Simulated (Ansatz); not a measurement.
**C under changes of volume**

One of the cells (5.672 Å³/atom); the others are scaled copies at fixed shape and fractional positions:

```
C
1.0
     0.00000    1.78337    1.78337
     1.78337    0.00000    1.78337
     1.78337    1.78337    0.00000
C
2
Direct
  0.75000 0.75000 0.75000
  0.50000 0.50000 0.50000
```

This isn't the form of C at room conditions, which is graphite.

| Quantity | Value |
| --- | --- |
| Program | Ansatz 0.2.0 |
| Functional | PBEsol |
| Potentials or basis | all-electron LAPW, scalar-relativistic |
| Cutoff | 449 eV (chosen from the basis error) |
| Basis error allowed | 0.001 eV/atom |
| k mesh | 13 × 13 × 13 |
| Occupations | fermi-dirac, width 0.05 eV |
| Spin | no spin polarisation |

| volume (Å³/atom) | energy over the lowest point (meV/atom) | pressure (GPa) | gap on the mesh (eV) |
| --- | --- | --- | --- |
| 5.332 | 20.45 | 25.2 | 4.16 |
| 5.445 | 6.52 | 14.3 | 4.11 |
| 5.558 | 0.00 | 4.3 | 4.06 |
| 5.672 | ? | ? | ? |
| 5.785 | 6.57 | -13.0 | 3.97 |
| 5.899 | 18.50 | -20.6 | 3.93 |
| 6.012 | 35.51 | -27.4 | 3.89 |

What does the run at 5.672 Å³/atom give?

Energy over the lowest point 0.22 meV/atom; pressure -4.8 GPa; gap on the mesh 4.02 eV.

Worked out: A Birch-Murnaghan fit of order 3 (a polynomial in V^(-2/3)) to the other rows has its minimum at 5.61 Å³/atom with B0 = V·E''(V) = 451 GPa and B' = 3.7. It gives 0.21 meV/atom at 5.672 Å³/atom, against the run's 0.22, and -dE/dV = -4.8 GPa, against -4.8. A straight line through the other rows of the gap, of slope -2.25 eV per unit of ln V, gives 4.02 eV, against the run's 4.02.

Energies are extrapolated to zero smearing.

Caveats: an odd mesh through Γ misses points on the zone boundary, where band edges often lie.
